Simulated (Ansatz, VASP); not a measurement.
**Ag: VASP beside Ansatz**

```
Ag
1.0
     0.00000    3.05492    3.05492
     3.05492    0.00000    3.05492
     3.05492    3.05492    0.00000
Ag
2
Direct
  0.12500 0.12500 0.12500
  0.87500 0.87500 0.87500
```

Alike in both runs: task single point; functional BLYP; k mesh 10 × 10 × 10; occupations fermi-dirac, width 0.1 eV; no spin polarisation.

```csv
,VASP,Ansatz
version,VASP 6.6.1,Ansatz 0.2.0
potentials or method,"VASP PAW PBE potentials, release 64 (Ag)","plane waves (420 eV) with PAW, scalar-relativistic"
plane-wave cutoff (eV),520,420
valence electrons in the cell,22,38
```

|  | VASP | Ansatz | Ansatz less VASP |
| --- | --- | --- | --- |
| pressure (GPa) | 4.5 | 4.4 | -0.04 |

The functional is the same, so the differences come from potentials, cutoffs and numerics. The two sets of potentials don't hold the same shells in valence.

Caveats: the PAW data sets were made with another functional, which shifts forces and pressure a little (VASP).
